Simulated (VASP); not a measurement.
## VASP 6.6.1 run: GaN

INCAR

```
IBRION = -1
LASPH = .TRUE.
LWAVE = .FALSE.
GGA = PE
PREC = Accurate
SIGMA = 0.02
ENCUT = 520
ISMEAR = -1
EDIFF = 1E-7
NBANDS = 16
LREAL = .FALSE.
ISIF = 2
NELM = 58
LCHARG = .FALSE.
MAGMOM = 3 -3
ISPIN = 2
NSW = 0
```

KPOINTS

```
KPOINTS created by Atomic Simulation Environment
0
Gamma
10 10 10
0 0 0
```

POSCAR

```
Ga N
 1.0000000000000000
     0.0000000000000000    2.0663449296000000    2.1525128120999999
     2.0663449296000000    0.0000000000000000    2.1525128120999999
     2.0663449296000000    2.0663449296000000    0.0000000000000000
 Ga  N
   1   1
Cartesian
  0.0000000000000000  0.0000000000000000  0.0000000000000000
  2.0663449296000000  2.0663449296000000  2.1525128120999999
```

The recommended PBE PAW datasets give the neutral cell 18 valence electrons.

Command

```
mpirun -np 1 vasp_std
```

OSZICAR

```
N       E                     dE             d eps       ncg     rms          rms(c)
DAV:   1     0.740624203952E+02    0.74062E+02   -0.93995E+03  7672   0.213E+03
DAV:   2    -0.474100358600E+01   -0.78803E+02   -0.73853E+02  7512   0.315E+02
DAV:   3    -0.878995477532E+01   -0.40490E+01   -0.40348E+01  7584   0.614E+01
DAV:   4    -0.882476706492E+01   -0.34812E-01   -0.34809E-01  8152   0.593E+00
DAV:   5    -0.882517235120E+01   -0.40529E-03   -0.40528E-03  7792   0.589E-01    0.228E+01
DAV:   6    -0.108761047658E+02   -0.20509E+01   -0.47775E+00  8592   0.551E+01    0.810E+00
DAV:   7    -0.111436649959E+02   -0.26756E+00   -0.51365E-01  8440   0.157E+01    0.282E+00
DAV:   8    -0.111502223040E+02   -0.65573E-02   -0.37085E-02  8400   0.330E+00    0.108E+00
DAV:   9    -0.111440818948E+02    0.61404E-02   -0.10356E-02  8064   0.132E+00    0.518E-01
DAV:  10    -0.111437213087E+02    0.36059E-03   -0.15686E-03  8696   0.774E-01    0.121E-01
DAV:  11    -0.111437185519E+02    0.27568E-05   -0.30276E-04  9120   0.345E-01    0.564E-02
DAV:  12    -0.111437471693E+02   -0.28617E-04   -0.58207E-05  7272   0.842E-02    0.198E-02
DAV:  13    -0.111437458177E+02    0.13515E-05   -0.98475E-06  8016   0.734E-02    0.104E-02
DAV:  14    -0.111437454636E+02    0.35416E-06   -0.15362E-06  7400   0.148E-02    0.295E-03
DAV:  15    -0.111437455160E+02   -0.52396E-07   -0.30362E-07  7768   0.585E-03
   1 F= -.11143746E+02 E0= -.11143746E+02  d E =-.230526E-08  mag=     0.0000
```

It converged. Results: pressure 14.9 GPa; magnetic moment of the cell 0.00 μB.

For comparison, a separate PBE run of the intended cell, on usual settings and not on those above, gives a gap of 0.57 eV on its mesh and a pressure of 14.9 GPa.

The run above took about 38 s on one core of a shared host (Intel Xeon Platinum 8488C) and held 0.18 GiB at most.
